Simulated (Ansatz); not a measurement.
Si, space group P6_3/mmc, cell relaxations under several functionals

Computed with the Ansatz DFT code, driven from Python.

At the Python prompt:
```pycon
>>> import ansatz as az
>>> import numpy as np
>>> def edges_and_angles(cell):
...     cell = np.asarray(cell)
...     a, b, c = np.linalg.norm(cell, axis=1)
...     cosines = cell[1] @ cell[2] / (b * c), cell[0] @ cell[2] / (a * c), cell[0] @ cell[1] / (a * b)
...     return (a, b, c, *np.degrees(np.arccos(cosines)))
...
>>> system = (
...     az.Lattice.from_parameters(2.444, 2.444, 4.152, alpha=90, beta=90, gamma=120)
...     .space_group(194)
...     .atom("Si", (1 / 3, 2 / 3, 0.25))
... )
>>> system.resolved().tree()["lattice"]
((2.444, 0.0, 0.0), (-1.2219999999999995, 2.116566086849168, 0.0), (2.5423667550299055e-16, 4.403508391185812e-16, 4.152000000000001))
>>> calc = (
...     system.calculation()
...     .kpoints(mesh=(14, 14, 7))
...     .occupations("Fermi-Dirac", width=0.1)
...     .relax(cell=True, force_tolerance=0.03)
... )
>>> levels = [("r2scan", "none"), ("pbe", "d3bj"), ("pbe", "none")]
>>> print("level            a       b       c    alpha   beta  gamma  V/atom  steps")
level            a       b       c    alpha   beta  gamma  V/atom  steps
>>> for name, dispersion in levels:
...     seen = []
...     run = calc.functional(name, dispersion=dispersion).session().plan()
...     res = run.execute(on_event=lambda e: seen.append(e) if e["event"] == "relax_step" else None)
...     cell = res.lattice.cell_ang
...     label = name if dispersion == "none" else f"{name}+{dispersion}"
...     print("{:13s} {:7.4f} {:7.4f} {:7.4f} {:6.2f} {:6.2f} {:6.2f}".format(label, *edges_and_angles(cell)), f"{abs(np.linalg.det(cell)) / len(res.lattice.sites):7.3f} {len(seen):5d}")
...
DeckWarning: basis.ecutwfc = 500 eV, auto-derived from the records' recommended cutoffs: set by Si (their level for a meta-GGA)
r2scan         2.6178  2.6178  4.6356  90.00  90.00 120.00  13.756     9
DeckWarning: basis.ecutwfc = 420 eV, auto-derived from the records' recommended cutoffs: set by Si (normal level)
pbe+d3bj       2.6163  2.6163  4.5841  90.00  90.00 120.00  13.587    10
pbe            2.6575  2.6575  4.7205  90.00  90.00 120.00  14.436    10
```

From smallest to largest: PBE+D3BJ (13.59 Å³ an atom, +26.5 % against the start), r2SCAN (13.76 Å³ an atom, +28.1 % against the start) and PBE (14.44 Å³ an atom, +34.4 % against the start). The spread is 6.2 % in volume.

Caveats:
- Forces vanish by symmetry, so the ions can't move, and the end may be a saddle.
- Dispersion corrections can be off by several per cent in the lattices of metals, and by several GPa in the pressure at a fixed cell.
- For a metal this k-point mesh is coarse: on a finer one energies can move by several to tens of meV an atom and pressures by half a GPa or more, differences at one mesh by less.
- A cell that swells this much on relaxing started as a compressed, perhaps high-pressure structure.
- This isn't the structure that Si takes at ambient conditions.
- Warnings are shown shortened and without file and line.
- Run time: 42 s on 1 thread of Arm Neoverse V1 (shared host), peak memory 0.44 GiB.
